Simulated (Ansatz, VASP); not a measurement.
Ca in VASP and in Ansatz

File INCAR:

```
SYSTEM = Ca
PREC     = Accurate       ! precision mode
ENCUT    = 520            ! plane-wave cutoff, eV
EDIFF    = 1E-7           ! SCF threshold, eV
ISMEAR   = -1             ! smearing method
SIGMA    = 0.05           ! smearing width, eV
LREAL    = .False.        ! projectors in reciprocal space
LASPH    = .True.         ! aspherical terms in the spheres
NELM     = 100            ! most SCF steps
ALGO     = Normal         ! electronic algorithm
ISIF     = 2              ! what is computed and relaxed
LWAVE    = .False.        ! write WAVECAR
LCHARG   = .False.        ! write CHGCAR
GGA      = PE             ! functional
NBANDS   = 17             ! bands
```

The input KPOINTS:

```
regular mesh
0
Gamma
  8 8 4
  0 0 0
```

File POSCAR:

```
Ca
1.0
    1.9310345811     -3.3261750126      0.0000000000
    1.9310345811      3.3261750126      0.0000000000
    0.0000000000      0.0000000000      6.3762354406
Ca
2
Direct
    0.1644134000      0.8355866000      0.7500000000
    0.8355866000      0.1644134000      0.2500000000
```

Contents of input.yaml:

```yaml
crystal:
  lattice:
    - [1.9310345811, -3.3261750126, 0.0]
    - [1.9310345811, 3.3261750126, 0.0]
    - [0.0, 0.0, 6.3762354406]
  atoms:
    - { symbol: Ca, position: [0.1644134, 0.8355866, 0.75] }
    - { symbol: Ca, position: [0.8355866, 0.1644134, 0.25] }
hamiltonian:
  xc: pbe
  pseudopotentials: { kind: paw }
kpoints:
  mp_grid: { grid: [8, 8, 4] }
scf:
  occupations: { method: fermi_dirac, width: 0.05 }
output:
  forces: true
  stress: true
  eigenvalues: true
  write_density: true
  write_potential: true
  elf: true
  volumetric_format: npy
```

Change from the starting cell: volume scaled by 0.94.

Alike in both runs: task single point; functional PBE; k mesh 8 × 8 × 4; occupations fermi-dirac, width 0.05 eV; no spin polarisation.

```csv
,VASP,Ansatz
version,VASP 6.6.1,Ansatz 0.2.0
potentials or method,"VASP PAW PBE potentials, release 64 (Ca_sv)",Ansatz PAW
plane-wave cutoff (eV),520,420
valence electrons in the cell,20,20
```

Ansatz gave:

```
gap on the k mesh at the Fermi level (eV)       : none
pressure (GPa)                                  : 0.6
largest component of the traceless stress (GPa) : 0.16
rms of the force components (eV/Å)              : 0.010
```

**Question.** Estimate VASP's values.

**Answer.** gap on the k mesh at the Fermi level (eV): none; pressure (GPa): 0.7; largest component of the traceless stress (GPa): 0.16; rms of the force components (eV/Å): 0.010.

Atom by atom the forces differ by 0.000 eV/Å (rms over components). A gap of «none» marks a metal or a gap that the smearing closes.
